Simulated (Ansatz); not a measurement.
The guess for P was made by a generator: random cell by space group and Wyckoff sites (P4/mmm, No. 123). Its size is a rough estimate.

```
P
1.0
     2.07125    0.00000    0.00000
     0.00000    2.07125    0.00000
     0.00000    0.00000    4.40432
P
1
Cartesian
  0.0000 0.0000 0.0000
```

These are results of DFT PBE, scalar-relativistic, plane waves, PAW (Ansatz 0.2.0), not measurements. Cutoff 420 eV, Gaussian smearing, Γ-centred meshes. Cell and atoms relax first on a coarse mesh and then on a finer one. In between, the cell is made exact in the group found at 0.06 Å. In metals the finer mesh still leaves noise of several meV/atom or more. The steps can't lower the symmetry of their start. No spin polarisation.

A guess keeps its type if space group and coordination stay and the shape of the cell changes little (axis ratios within about 15 %, angles within 6°); the volume may change.

**Question.** Will the relaxed cell still be of the starting type?

**Answer.** It doesn't keep its type. The symmetry goes from P4/mmm (No. 123) to Pm-3m (No. 221). The end has the simple cubic type. The volume per atom shrinks by 22.7 %, from 18.9 to 14.6 Å³. The shortest distance goes from 2.07 Å (P–P) to 2.44 Å (P–P). Counting neighbours within 15 % of an atom's shortest distance, the start has P 4 and the end P 6. In detail, at the end P has 6 P at 2.44 Å.

```cif
data_structure
_symmetry_space_group_name_H-M 'Pm-3m'
_symmetry_Int_Tables_number 221
_cell_length_a 2.4448
_cell_length_b 2.4448
_cell_length_c 2.4448
_cell_angle_alpha 90.000
_cell_angle_beta 90.000
_cell_angle_gamma 90.000
_cell_volume 14.61
loop_
_atom_site_label
_atom_site_type_symbol
_atom_site_symmetry_multiplicity
_atom_site_Wyckoff_symbol
_atom_site_fract_x
_atom_site_fract_y
_atom_site_fract_z
_atom_site_occupancy
P1 P 1 a 0.00000 0.00000 0.00000 1
```

The last run used a 22×22×24 mesh (in the run's order of axes) for its 1-atom cell and Gaussian smearing of 0.10 eV. Symmetry constrained the relaxation, so the result can be a saddle point. Another cell of P relaxed alike, in R-3m, lies 48 meV/atom lower, so this cell isn't the stable form at this level.
